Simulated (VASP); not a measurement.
LiH (strained rocksalt): one r²SCAN single-point calculation in two programs

```yaml
crystal:
  lattice:
    - [0.00000, 2.00299, 2.00299]
    - [1.97295, 0.00000, 2.00299]
    - [1.97295, 2.00299, 0.00000]
  atoms:
    - { symbol: Li, position: [0.00000, 0.00000, 0.00000] }
    - { symbol: H, position: [0.50000, 0.50000, 0.50000] }
```

Datasets and cutoffs are each program's own. VASP's cell holds 4 valence electrons and Ansatz's 4. Ansatz's stress includes a Pulay correction; VASP's doesn't.

Cutoffs: 520 eV in VASP, 500 eV in Ansatz. k meshes: 10×10×10 and 10×10×10.

```csv
,VASP,Ansatz
gap between bands v and c,3.43 eV,3.47 eV
least direct gap,3.54 eV,3.59 eV
pressure,0.1 GPa,0.6 GPa
```

Band v is the last that the valence electrons fill when counted band by band, and c is the next. Levels in eV from the top of v, Ansatz:

```tsv
point	v−1	v	c	c+1
Γ	-45.64	-5.67	17.66	19.19
X	-45.58	-0.12	3.47	11.75
K	-45.58	-0.61	4.68	8.36
L	-45.59	-2.73	5.50	14.98
W	-45.58	-0.36	5.92	5.92
```

VASP:

```
point     v−1      v      c    c+1
    Γ  -45.79  -5.59  17.79  19.41
    X  -45.73  -0.11   3.43  11.78
    K  -45.73  -0.63   4.64   8.42
    L  -45.74  -2.76   5.64  15.01
    W  -45.73  -0.38   5.89   5.89
```
